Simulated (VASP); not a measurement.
Write the native input for VASP 6.6.1 that does the following.

- Task: relaxation of cell and atoms
- Functional: revPBE
- Dispersion: D4
- Potentials or basis: VASP PAW PBE potentials, release 64 (C)
- Cutoff: 600 eV
- k mesh: 13 × 13 × 13
- Occupations: fermi-dirac, width 0.05 eV
- Spin: no spin polarisation
- Further INCAR settings: ALGO = Normal; EDIFF = 1e-07; IBRION = 2; EDIFFG = -0.005; NSW = 60; ISIF = 3

The structure of C lies in POSCAR:

```
C
1.0
    0.0000000000      1.7833700000      1.7833700000
    1.7833700000      0.0000000000      1.7833700000
    1.7833700000      1.7833700000      0.0000000000
C
2
Direct
    0.7500000000      0.7500000000      0.7500000000
    0.5000000000      0.5000000000      0.5000000000
```

This isn't the form of C at room conditions, which is graphite.

The input as run:

INCAR

```
SYSTEM = C
ALGO = Normal
EDIFF = 1E-7
EDIFFG = -0.005
ENCUT = 600
GGA = RE
IBRION = 2
ISIF = 3
ISMEAR = -1
IVDW = 13
LASPH = .True.
LCHARG = .False.
LREAL = .False.
LWAVE = .False.
NELM = 80
NSW = 60
PREC = Accurate
SIGMA = 0.05
```

KPOINTS

```
k-points
0
Gamma
  13 13 13
  0 0 0
```

Potentials or basis: VASP PAW PBE potentials, release 64 (C).

Command:

```console
$ cat potpaw_PBE.64/C/POTCAR > POTCAR
$ mpirun -np 1 vasp_std > vasp.out
```

Results of the run:

```
Relaxed volume                         : 5.59 Å³/atom
Relaxed cell                           : a = 2.509 Å, b = 2.509 Å, c = 2.509 Å, α = 60.00°, β = 60.00°, γ = 60.00°
Space group after relaxing (to 0.05 Å) : Fd-3m (No. 227)
Energy gained by relaxing              : 1.8 meV/atom
Ionic steps                            : 3
Pressure after relaxing                : 0.0 GPa
Band gap on the k mesh                 : 4.17 eV, indirect (least direct gap 5.63 eV)
Dispersion energy per atom             : -0.507 eV
```

Caveat: the PAW data sets were made with another functional, which shifts forces and pressure a little; an odd mesh through Γ misses points on the zone boundary, where band edges often lie.

Run time: 40 s on 1 thread of AMD EPYC 7R43 64-Core Processor (Zen 3) (shared host), peak memory 0.08 GiB.
